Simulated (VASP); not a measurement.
Wanted: the native input for a VASP 6.6.1 run.

```yaml
Task: single point
Functional: PBEsol
Potentials_or_basis: VASP PAW PBE potentials, release 64 (Os)
Cutoff: 520 eV
k_mesh: 10 × 10 × 10
Occupations: methfessel-paxton, width 0.15 eV
Spin: no spin polarisation
Dipole_correction: no
Further_INCAR_settings: ALGO = Normal; EDIFF = 1e-06; NBANDS = 10
```

The structure of Os lies in POSCAR:

```
Os
1.0
    0.0000000000      1.9110600510      1.9110600510
    1.9110600510      0.0000000000      1.9110600510
    1.9110600510      1.9110600510      0.0000000000
Os
1
Direct
    0.0000000000      0.0000000000      0.0000000000
```

This isn't the form of Os at room conditions, which is hcp.

The input as run:

INCAR

```
SYSTEM = Os
PREC = Accurate
ENCUT = 520
EDIFF = 1E-6
ISMEAR = 1
SIGMA = 0.15
LREAL = .False.
LASPH = .True.
NELM = 100
ALGO = Normal
ISIF = 2
LWAVE = .False.
LCHARG = .True.
GGA = PS
LELF = .True.
LVHAR = .True.
NBANDS = 10
```

KPOINTS

```
regular mesh
0
Gamma
  10 10 10
  0 0 0
```

Potentials or basis: VASP PAW PBE potentials, release 64 (Os).

Launch:

```sh
$ cat potpaw_PBE.64/Os/POTCAR > POTCAR
$ mpirun -np 1 vasp_std > vasp.out
```

Results of the run:

```
Pressure               : 0.6 GPa
Band gap on the k mesh : none (metal or under the smearing width)
```

Caveat: the PAW data sets were made with another functional, which shifts forces and pressure a little.

It took 8.5 s on 1 thread of Intel(R) Xeon(R) Platinum 8375C CPU @ 2.90GHz (Ice Lake), with other jobs on the host, peak memory 0.13 GiB.
